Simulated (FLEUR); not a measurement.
BAs under changes of volume

One of the cells (13.626 Å³/atom); the others are scaled copies at fixed shape and fractional positions:

```xyz
2
Lattice="0.0000 2.3885 2.3885 2.3885 0.0000 2.3885 2.3885 2.3885 0.0000" Properties=species:S:1:pos:R:3 pbc="T T T"
As    3.5827    3.5827    3.5827
B     0.0000    0.0000    0.0000
```

| Property | Result |
| --- | --- |
| Program | FLEUR MaX-R8.1 (later development tree) |
| Functional | PBEsol |
| Potentials or basis | all-electron |
| Basis | FLAPW |
| Kmax | 4.92 1/bohr |
| k mesh | 10 × 10 × 10 |
| Occupations | fermi-dirac, width 0.05 eV |
| Spin | no spin polarisation |

```tsv
volume (Å³/atom)	energy over the lowest point (meV/atom)	gap on the mesh (eV)
12.809	?	?
13.081	7.13	1.05
13.354	1.03	1.07
13.626	0.00	1.09
13.899	3.67	1.11
14.171	11.55	1.12
14.444	23.24	1.14
```

**Question.** What does the run at 12.809 Å³/atom give?

**Answer.** Energy over the lowest point 19.03 meV/atom; gap on the mesh 1.02 eV.

Worked out: A Birch-Murnaghan fit of order 3 (a polynomial in V^(-2/3)) to the other rows has its minimum at 13.54 Å³/atom with B0 = V·E''(V) = 140 GPa and B' = 3.9. It gives 18.88 meV/atom at 12.809 Å³/atom, against the run's 19.03. A straight line through the other rows of the gap, of slope 0.895 eV per unit of ln V, extrapolates to 1.03 eV, against the run's 1.02.

Energies are extrapolated to zero smearing.

A mesh can miss the band edges. Spin-orbit coupling on As is left out.
